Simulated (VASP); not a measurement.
Runs of VASP 6.6.1 on V. Symmetry: Im-3m, No. 229, cubic system. Conventional cell: a = 3.029 Å, b = 3.029 Å, c = 3.029 Å, α = 90.00°, β = 90.00°, γ = 90.00°. Around V (site symmetry m-3m) lie 8 V at 2.62 Å. 

```csv
task,level,potentials or basis,spin,U,cell,cutoff (eV),smearing,LDAUTYPE,hund's J,other keys,gap on the mesh (eV),pressure (GPa),moment (μB)
density of states,r2SCAN+U,"VASP PAW PBE potentials, release 64 (V_sv)","collinear, random start",V d U = 4.5 eV,as given,450,tetrahedron,-,-,NELMIN = 8; LREAL = Auto; ENCUT = 450,none,34.4,1.75
electric field gradients,LDA+U,"VASP PAW LDA potentials, release 64 (V_sv)","collinear, random start","V d U = 3 eV, J = 0.5 eV",volume scaled by 1.08,520,tetrahedron,2,0.5,NBANDS = 10,none,-19.7,0.70
single point,PBE,"VASP PAW PBE potentials, release 64 (V_sv)","collinear, ferromagnetic start",-,as given,520,gaussian 0.02 eV,-,-,-,none,-5.2,(a)
electric field gradients,PBEsol+U,"VASP PAW PBE potentials, release 64 (V)","collinear, ferromagnetic start","V d U = 6 eV, J = 1.0 eV",as given,500,tetrahedron,2,1,-,none,29.6,2.05
```

Alike in all rows: k mesh 12 × 12 × 12.

Estimate the missing entries.

(a) 0.12.

Caveats: the U is typed as a test and isn't derived for this compound (some runs); tetrahedron occupations give inexact forces and stress in metals (some runs); a pressure of tens of GPa on the cell as given is suspect, and the run, the potentials or the cell itself is likely at fault (some runs); the PAW data sets were made with another functional, which shifts forces and pressure a little (some runs).

A gap of «none» marks a metal or a gap under the smearing width.

The runs don't all hold the same shells in valence.
